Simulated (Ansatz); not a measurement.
# C: the cost of one run

Program: Ansatz 0.2.0. Level of theory: DFT PBEsol+D3(BJ), scalar-relativistic, plane waves, PAW. These are calculated values, not measurements.

4 further runs of the same task are left out: 1 that didn't finish, 3 set aside as unsound or not needed. Runs told in other sessions of the task aren't counted.

### 1 Starting point

Symmetry: P6/mmm, No. 191, hexagonal system. Conventional cell: a = 2.458 Å, b = 2.458 Å, c = 3.529 Å, α = 90.00°, β = 90.00°, γ = 120.00°. C (site symmetry -6m2) is surrounded by 3 C at 1.42 Å.

As a file:

```xyz
2
Lattice="2.4577 0.0000 0.0000 -1.2288 2.1284 0.0000 0.0000 0.0000 3.5295" Properties=species:S:1:pos:R:3 pbc="T T T"
C     0.0000    1.4189    0.0000
C     1.2288    0.7095    0.0000
```

It goes back to an entry of the Materials Project, which need not be the stable form.

It is the result of an earlier relaxation at this level (volume 9.23 Å³/atom; gap on the mesh: none (metal)).

### 2 Plan of the line

The energy is mapped over two normal modes frozen in (zone-centre modes of the cell shown, which folds in the wave vector (0, 1/2, 0) of the primitive cell).

The axes are (1) amplitude of mode 8 (1337 cm⁻¹), largest displacement: 9 values from −0.060 Å; (2) amplitude of mode 12 (1586 cm⁻¹), largest displacement: 9 values from −0.060 Å.

Nothing else is relaxed (the cell and all other modes fixed). Energies count from the relaxed high-symmetry cell. Points are written as (first, second).

The modes come from a phonon run on the reference cell, made beforehand.

Displacement patterns for an amplitude of 1 (Å):

```csv
atom,x1,y1,z1,x2,y2,z2
C1,0.000,1.000,0.000,0.000,1.000,0.000
C2,0.000,-1.000,0.000,0.000,1.000,0.000
C3,0.000,-1.000,0.000,0.000,-1.000,0.000
C4,0.000,1.000,0.000,0.000,-1.000,0.000
```

### 3 The run at (−0.060 Å, −0.060 Å)

Input file input.yaml:

```yaml
crystal:
  lattice:
    - [-2.4576582504, 0.0, 0.0]
    - [0.0, 0.0, -3.5294825081]
    - [0.0, -4.2567889574, 0.0]
  atoms:
    - { symbol: C, position: [0.5, 0.0, 0.1948569296] }
    - { symbol: C, position: [0.0, 0.0, 0.6666666667] }
    - { symbol: C, position: [0.0, 0.0, 0.3051430704] }
    - { symbol: C, position: [0.5, 0.0, 0.8333333333] }
basis:
  ecutwfc: 520.0
kpoints:
  mp_grid: { grid: [18, 12, 10] }
hamiltonian:
  xc: pbesol
  pseudopotentials: { kind: paw, azcp: { folder: soft_1 } }
  dispersion: d3bj
scf:
  occupations: { method: gaussian, width: 0.15 }
output:
  forces: true
  stress: true
  eigenvalues: true
  write_density: true
  write_potential: true
  elf: true
  volumetric_format: npy
```

The run is started by

```sh
> ansatz run input.yaml --threads 2 --pin off --max-ram 4096MiB --backend cpu --events-out ev --progress --plain --runs-dir out
```

Q: Estimate wall time and peak memory on 2 threads of Arm Neoverse N1, shared host.

About 19 s, with a peak of 0.47 GiB.
